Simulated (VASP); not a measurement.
# TiO2: relaxation of cell and atoms with rev-vdW-DF2

The system is TiO2.

```xyz
6
Lattice="-1.8990 1.8990 4.7824 1.8990 -1.8990 4.7824 1.8990 1.8990 -4.7824" Properties=species:S:1:pos:R:3 pbc="T T T"
Ti    0.0000    0.0000    0.0000
Ti    0.0000    1.8990    2.3912
O     0.0000    0.0000    1.9931
O     0.0000    1.8990    4.3843
O     0.0000    1.8990    0.3981
O     0.0000    0.0000    7.5716
```

```
Program                : VASP 6.6.1
Task                   : relaxation of cell and atoms
Functional             : rev-vdW-DF2
Potentials or basis    : VASP PAW PBE potentials, release 64 (Ti_sv, O)
Cutoff                 : 600 eV
k mesh                 : 10 × 10 × 10
Occupations            : gaussian, width 0.03 eV
Spin                   : no spin polarisation
Further INCAR settings : ALGO = Normal; EDIFF = 1e-07; IBRION = 2; EDIFFG = -0.005; NSW = 90; ISIF = 3
```

```yaml
Relaxed_volume: 11.50 Å³/atom
Relaxed_cell: a = 5.490 Å, b = 5.490 Å, c = 5.490 Å, α = 139.55°, β = 139.55°, γ = 58.53°
Space_group_after_relaxing_to_0.05_Å: I4_1/amd (No. 141)
Energy_gained_by_relaxing: 0.0 meV/atom
Ionic_steps: 8
Pressure_after_relaxing: 0.0 GPa
Largest_force_after_relaxing: 0.003 eV/Å
Band_gap_on_the_k_mesh: 2.06 eV, indirect (least direct gap 2.40 eV)
```

Forces in eV/Å, atoms in the order of the input:
```
Ti   0.000  0.000  0.000
Ti   0.000  0.000  0.000
O    0.000  0.000 -0.003
O    0.000  0.000 -0.003
O    0.000  0.000  0.003
O    0.000  0.000  0.003
```

Final structure:
```xyz
6
Lattice="-1.8979 1.8979 4.7896 1.8979 -1.8979 4.7896 1.8979 1.8979 -4.7896" Properties=species:S:1:pos:R:3 pbc="T T T"
Ti    0.0000    0.0000    0.0000
Ti    0.0000    1.8979    2.3948
O     0.0000    0.0000    1.9941
O     0.0000    1.8979    4.3889
O     0.0000    1.8979    0.4007
O     0.0000    0.0000    7.5851
```

Levels at points of the mesh, in eV from the valence-band top:
```
           k point  band 21  band 22  band 23  band 24  band 25  band 26  band 27  band 28
(0.00, 0.00, 0.00)    -0.78    -0.78    -0.46    -0.46     2.06     2.77     3.88     3.88
(0.50, 0.00, 0.00)    -1.94    -0.95    -0.86    -0.64     3.15     3.46     3.46     3.56
(0.50, 0.50, 0.00)    -2.06    -2.06    -0.03    -0.03     3.25     3.25     3.72     3.72
(0.50, 0.50, 0.50)    -1.27    -1.27    -0.13    -0.13     2.40     2.40     3.66     3.66
```

Run time: 35 min on 2 MPI ranks on Intel(R) Xeon(R) Platinum 8488C (Sapphire Rapids) (shared host), peak memory 0.98 GiB a rank.

Caveat: the PAW data sets were made with another functional, which shifts forces and pressure a little. A k mesh can miss the band edges.
